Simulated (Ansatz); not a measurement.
# ZnO: the cost of one run

Computed with Ansatz 0.2.0 (DFT PBE, scalar-relativistic, plane waves, PAW, unless a step names another level, unless a step's input says otherwise).

**1. The system as given**

It takes space group P6_3mc (No. 186, hexagonal). Conventional cell: a = 3.280 Å, b = 3.280 Å, c = 5.293 Å, α = 90.00°, β = 90.00°, γ = 120.00°. Zn (site symmetry 3m) has 4 O at 2.00 to 2.01 Å as nearest neighbours. Around O (site symmetry 3m) lie 4 Zn at 2.00 to 2.01 Å.

Coordinates:

```cif
data_structure
_symmetry_space_group_name_H-M 'P 1'
_symmetry_Int_Tables_number 1
_cell_length_a 3.2796
_cell_length_b 3.2796
_cell_length_c 5.2932
_cell_angle_alpha 90.000
_cell_angle_beta 90.000
_cell_angle_gamma 120.000
_cell_volume 49.31
loop_
_atom_site_label
_atom_site_type_symbol
_atom_site_fract_x
_atom_site_fract_y
_atom_site_fract_z
_atom_site_occupancy
Zn1 Zn 0.33333 0.66667 0.81046 1
Zn2 Zn 0.66667 0.33333 0.31046 1
O1 O 0.66667 0.33333 0.68955 1
O2 O 0.33333 0.66667 0.18955 1
```

It is the end of an earlier relaxation with the same method, from a generated guess; it is a trial structure. At a tolerance of 0.02 Å it has space group P6_3mc (No. 186); it has 12.33 Å³/atom, an uncorrected energy of -1.42 eV/atom over the elements and, on its mesh, gap 0.74 eV.

**2. Band edges anywhere in the zone**

Input file input.yaml:

```yaml
crystal:
  lattice:
    - [3.2796453204, 0.0, 0.0]
    - [-1.6398226602, 2.8402561629, 0.0]
    - [0.0, 0.0, 5.2931535335]
  atoms:
    - { symbol: Zn, position: [0.3333333333, 0.6666666667, 0.8104565264] }
    - { symbol: Zn, position: [0.6666666667, 0.3333333333, 0.3104565264] }
    - { symbol: O, position: [0.6666666667, 0.3333333333, 0.6895524379] }
    - { symbol: O, position: [0.3333333333, 0.6666666667, 0.1895524379] }
basis:
  ecutwfc: 420
kpoints:
  mp_grid: { grid: [9, 9, 6] }
  band_path: { path: [VBM, CBM], npoints: 2 }
hamiltonian:
  xc: pbe
scf:
  occupations: { method: gaussian, width: 0.02 }
output:
  forces: false
  stress: false
  eigenvalues: true
checkpoint:
  read: start.run
  write: ck
  compress: false
  write_wavefunctions: false
  write_every: 100000
```

The run is started by

```sh
$ ansatz run input.yaml --threads 1 --pin off --max-ram 2048MiB --backend cpu --events-out ev --progress --plain --runs-dir out
```

Q: Estimate wall time and peak memory on 1 thread of Arm Neoverse V1, shared host.

About 7 s, with a peak of 0.32 GiB.
